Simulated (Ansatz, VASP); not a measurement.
This is a calculation of P for Ansatz 0.2.0.

input.yaml

```yaml
crystal:
  lattice:
    - [1.6477431241, -5.4650377251, 0.0]
    - [1.6477431241, 5.4650377251, 0.0]
    - [0.0, 0.0, 4.54363559]
  atoms:
    - { symbol: P, position: [0.90414313, 0.09585687, 0.58881517] }
    - { symbol: P, position: [0.09585687, 0.90414313, 0.41118483] }
    - { symbol: P, position: [0.59585687, 0.40414313, 0.08881517] }
    - { symbol: P, position: [0.40414313, 0.59585687, 0.91118483] }
hamiltonian:
  xc: pbe
  pseudopotentials: { kind: paw }
kpoints:
  mp_grid: { grid: [8, 8, 6] }
scf:
  occupations: { method: gaussian, width: 0.1 }
output:
  forces: true
  stress: true
  eigenvalues: true
```

Potentials or basis: Ansatz PAW.

Run with:

```bash
$ ansatz run input.yaml --threads 2 --pin off --max-ram 5632MiB --backend cpu --events-out ev --progress --plain --runs-dir out
```

Task: Translate it to VASP 6.6.1. Potentials there: VASP PAW PBE potentials, release 64 (P_GW).

Result: As run (the cutoff follows the program's own potentials):

INCAR

```
SYSTEM = P
PREC = Accurate ; ENCUT = 550
EDIFF = 1E-6 ; ISMEAR = 0
SIGMA = 0.1 ; LREAL = .FALSE.
LASPH = .TRUE. ; NELM = 80
ALGO = Fast ; ISIF = 2
LWAVE = .FALSE. ; LCHARG = .FALSE.
GGA = PE ; NBANDS = 18
```

The input KPOINTS:

```
regular mesh
0
G
  8 8 6
  0 0 0
```

File POSCAR:

```
P
5.708
    0.288672586563     -0.957434780151      0.000000000000
    0.288672586563      0.957434780151      0.000000000000
    0.000000000000      0.000000000000      0.796011841275
P
4
Direct
    0.9041431300      0.0958568700      0.5888151700
    0.0958568700      0.9041431300      0.4111848300
    0.5958568700      0.4041431300      0.0888151700
    0.4041431300      0.5958568700      0.9111848300
```

Potentials or basis: VASP PAW PBE potentials, release 64 (P_GW).

Command:

```sh
$ cat potpaw_PBE.64/P_GW/POTCAR > POTCAR
$ mpirun -np 1 vasp_std > vasp.out
```

Both were run:

|  | VASP | Ansatz | Ansatz less VASP |
| --- | --- | --- | --- |
| gap on the k mesh at the Fermi level (eV) | 0.10 | 0.10 | -0.001 |
| least direct gap on the mesh (eV) | 0.10 | 0.10 | -0.001 |
| pressure (GPa) | 2.1 | 2.0 | -0.05 |
| largest component of the traceless stress (GPa) | 0.20 | 0.20 | +0.005 |
| rms of the force components (eV/Å) | 0.200 | 0.195 | -0.0054 |

Atom by atom the forces differ by 0.006 eV/Å (rms over components).

A k mesh can miss the band edges.
